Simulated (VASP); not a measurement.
## AgCl in VASP 6.6.1, single-point calculation

INCAR

```
SIGMA = 0.02
NBANDS = 13
ISIF = 2
EDIFF = 1E-7
IBRION = -1
ISMEAR = -1
ENCUT = 520
GGA = PE
LREAL = .FALSE.
LASPH = .TRUE.
PREC = Accurate
LWAVE = .FALSE.
IVDW = 21
LCHARG = .FALSE.
NELM = 120
NSW = 0
```

KPOINTS

```
KPOINTS created by Atomic Simulation Environment
0
Monkhorst-Pack
8 8 8
0 0 0
```

POSCAR

```
Ag Cl
 1.0000000000000000
     0.0000000000000000    2.7731838141105607    2.7731838141105607
     2.7731838141105607    0.0000000000000000    2.7731838141105607
     2.7731838141105607    2.7731838141105607    0.0000000000000000
 Ag  Cl
   1   1
Cartesian
 -0.0000000000000000  0.0000000000000000 -0.0000000000000000
  2.7731838141105603  2.7731838141105603  2.7731838141105603
```

The recommended PBE PAW datasets give the neutral cell 18 valence electrons.

Command

```
mpirun -np 1 vasp_std
```

OSZICAR

```
N       E                     dE             d eps       ncg     rms          rms(c)
DAV:   1     0.102567070186E+03    0.10257E+03   -0.88971E+03  1632   0.125E+03
DAV:   2    -0.118649610278E+01   -0.10375E+03   -0.97004E+02  1830   0.254E+02
DAV:   3    -0.554057657685E+01   -0.43541E+01   -0.43385E+01  1785   0.554E+01
DAV:   4    -0.557720275953E+01   -0.36626E-01   -0.36622E-01  1800   0.564E+00
DAV:   5    -0.557772810603E+01   -0.52535E-03   -0.52534E-03  1790   0.679E-01    0.616E+00
DAV:   6    -0.539858212885E+01    0.17915E+00   -0.32769E-01  1651   0.792E+00    0.402E+00
DAV:   7    -0.539499424184E+01    0.35879E-02   -0.10476E-01  1590   0.260E+00    0.195E+00
DAV:   8    -0.539431616473E+01    0.67808E-03   -0.53939E-03  1675   0.923E-01    0.317E-01
DAV:   9    -0.539437625241E+01   -0.60088E-04   -0.70659E-04  1785   0.392E-01    0.416E-02
DAV:  10    -0.539443881950E+01   -0.62567E-04   -0.98362E-05  1630   0.101E-01    0.242E-02
DAV:  11    -0.539444682873E+01   -0.80092E-05   -0.83857E-06  1700   0.263E-02    0.405E-03
DAV:  12    -0.539444683588E+01   -0.71550E-08   -0.41816E-07  1775   0.913E-03
   1 F= -.57082803E+01 E0= -.57082803E+01  d E =-.263012E-11
```

From OUTCAR

```
k-points           NKPTS =     60   k-points in BZ     NKDIM =     60   number of bands    NBANDS=     13

   NELECT =      18.0000    total number of electrons

   dimension x,y,z NGX =    30 NGY =   30 NGZ =   30
   dimension x,y,z NGXF=    60 NGYF=   60 NGZF=   60

  energy-cutoff  :      520.00
  volume of cell :       42.65
      direct lattice vectors                 reciprocal lattice vectors
     0.000000000  2.773183814  2.773183814    -0.180298182  0.180298182  0.180298182
     2.773183814  0.000000000  2.773183814     0.180298182 -0.180298182  0.180298182
     2.773183814  2.773183814  0.000000000     0.180298182  0.180298182 -0.180298182

 k-points in reciprocal lattice and weights: KPOINTS created by Atomic Simulation Env
   0.06250000  0.06250000  0.06250000       0.004
   0.18750000  0.06250000  0.06250000       0.012
   0.31250000  0.06250000  0.06250000       0.012
   0.43750000  0.06250000  0.06250000       0.012
  -0.43750000  0.06250000  0.06250000       0.012
  -0.31250000  0.06250000  0.06250000       0.012
  -0.18750000  0.06250000  0.06250000       0.012
  -0.06250000  0.06250000  0.06250000       0.012
   ...

 E-fermi :   4.2242

 k-point     1 :       0.0625    0.0625    0.0625
  band No.  band energies     occupation
      1     -11.3159      2.00000
      2       1.0738      2.00000
      3       1.0738      2.00000
      4       1.1242      2.00000
      5       1.3945      2.00000
      6       1.3945      2.00000
      7       1.5881      2.00000
      8       1.8539      2.00000
      9       1.8539      2.00000
     10       4.9286      0.00000
     11      14.1735      0.00000
     12      14.6227      0.00000
     13      14.6227      0.00000

 k-point     2 :       0.1875    0.0625    0.0625
  band No.  band energies     occupation
      1     -11.2390      2.00000
      2       0.3216      2.00000
      3       0.4738      2.00000
      4       0.8182      2.00000
      5       1.4334      2.00000
      6       1.4848      2.00000
      7       1.7574      2.00000
      8       2.1112      2.00000
      9       2.6304      2.00000
     10       5.7872      0.00000
     11      12.9929      0.00000
     12      13.6553      0.00000
     13      14.2816      0.00000

 k-point     3 :       0.3125    0.0625    0.0625
  band No.  band energies     occupation
      1     -11.0839      2.00000
      2      -0.5553      2.00000
      3      -0.0055      2.00000
      4       0.1973      2.00000
      5       1.5552      2.00000
      6       1.6071      2.00000
      7       1.8666      2.00000
      8       2.8309      2.00000
      9       3.3347      2.00000
     10       7.0843      0.00000
     11      11.3597      0.00000
     12      12.6447      0.00000
     13      12.7229      0.00000

 k-point     4 :       0.4375    0.0625    0.0625
  band No.  band energies     occupation
      1     -10.9363      2.00000
      2      -1.1997      2.00000
      3      -0.2793      2.00000
      4      -0.2021      2.00000
      5       1.6865      2.00000
      6       1.7165      2.00000
      7       2.0022      2.00000
      8       3.4242      2.00000
      9       3.7548      2.00000
     10       8.0116      0.00000
     11      10.3267      0.00000
     12      11.7692      0.00000
     13      11.8876      0.00000

 ...

  Total      -0.04376    -0.04376    -0.04376     0.00000     0.00000     0.00000
  in kB      -1.64371    -1.64371    -1.64371     0.00000     0.00000     0.00000
  external pressure =       -1.64 kB  Pullay stress =        0.00 kB

 POSITION                                       TOTAL-FORCE (eV/Angst)
 -----------------------------------------------------------------------------------
      0.00000      0.00000      0.00000        -0.000000     -0.000000     -0.000000
      2.77318      2.77318      2.77318         0.000000      0.000000      0.000000
 -----------------------------------------------------------------------------------
    total drift:                               -0.000000      0.000000      0.000000

  FREE ENERGIE OF THE ION-ELECTRON SYSTEM (eV)
  ---------------------------------------------------
  free  energy   TOTEN  =        -5.7082802874 eV

  energy  without entropy=       -5.7082802874  energy(sigma->0) =       -5.70828029
```

It converged. Results: gap between bands v and c on the k mesh 1.17 eV; least direct gap on the k mesh 3.07 eV; pressure -0.2 GPa. Band v is the last that the valence electrons fill when counted band by band, and c is the next.

The shifted mesh misses Γ, so a band edge there is missed.

For comparison, a separate PBE run of the intended cell, on usual settings and not on those above, gives a gap of 0.91 eV on its mesh and a pressure of 1.5 GPa.

The run above took about 90 s on one core of a shared host (Intel Xeon Platinum 8488C) and held 0.19 GiB at most.
